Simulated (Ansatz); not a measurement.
# PbS: the cost of one run

Program: Ansatz 0.2.0. Level of theory: DFT LDA, scalar-relativistic. These are calculated values, not measurements.

## 1. The structure to begin with

Symmetry: Fm-3m, No. 225, cubic system. Conventional cell: a = 5.930 Å, b = 5.930 Å, c = 5.930 Å, α = 90.00°, β = 90.00°, γ = 90.00°. Pb (site symmetry m-3m) is surrounded by 6 S at 2.96 to 2.97 Å. S (site symmetry m-3m) has 6 Pb at 2.96 to 2.97 Å as nearest neighbours.

As a file:

```
CELL_PARAMETERS angstrom
0.00000 2.96500 2.96500
2.96500 0.00000 2.96500
2.96500 2.96500 0.00000
ATOMIC_POSITIONS crystal
Pb 0.00000 0.00000 0.00000
S 0.50000 0.50000 0.50000
```

Atoms are numbered in the order of the input: Pb1, S2.

## 2. The deformed structure

Space group Fm-3m before, R-3m after.

## 3. Full-potential LAPW

input.yaml reads:

```yaml
crystal:
  lattice:
    - [-0.08895, 2.920525, 2.920525]
    - [2.920525, -0.08895, 2.920525]
    - [2.920525, 2.920525, -0.08895]
  atoms:
    - { symbol: Pb, position: [0.0, 0.0, 0.0] }
    - { symbol: S, position: [0.5, 0.5, 0.5] }
kpoints:
  mp_grid: { grid: [8, 8, 8] }
  band_path:
    path:
      - [0.0, 0.0, 0.0]
      - [0.5, 0.5, 0.5]
      - [0.2579113083, 0.5, 0.7420886917]
      - [-0.2579113083, 0.2579113083, 0.5]
      - [0.0, 0.0, 0.5]
      - [0.0, 0.0, 0.0]
      - [-0.3789556542, 0.0, 0.3789556542]
      - [0.0, 0.3789556542, 0.6210443458]
      - [0.0, 0.5, 0.5]
    npoints: 5
scf:
  occupations: { method: fermi_dirac, width: 0.01 }
hamiltonian:
  xc: lda
  pseudopotentials: { kind: all_electron, lapw: { basis_error: 0.0005 } }
output:
  forces: true
  stress: true
  eigenvalues: true
```

The run is started by

```bash
ansatz run input.yaml --threads 1 --pin off --max-ram 3072MiB --backend cpu --events-out ev --progress --plain --runs-dir out
```

**Question.** How long does this run take on 1 thread of Intel Xeon 6975P-C (Granite Rapids), shared host, and how much memory does it need?

About 12 s, with a peak of 0.42 GiB.
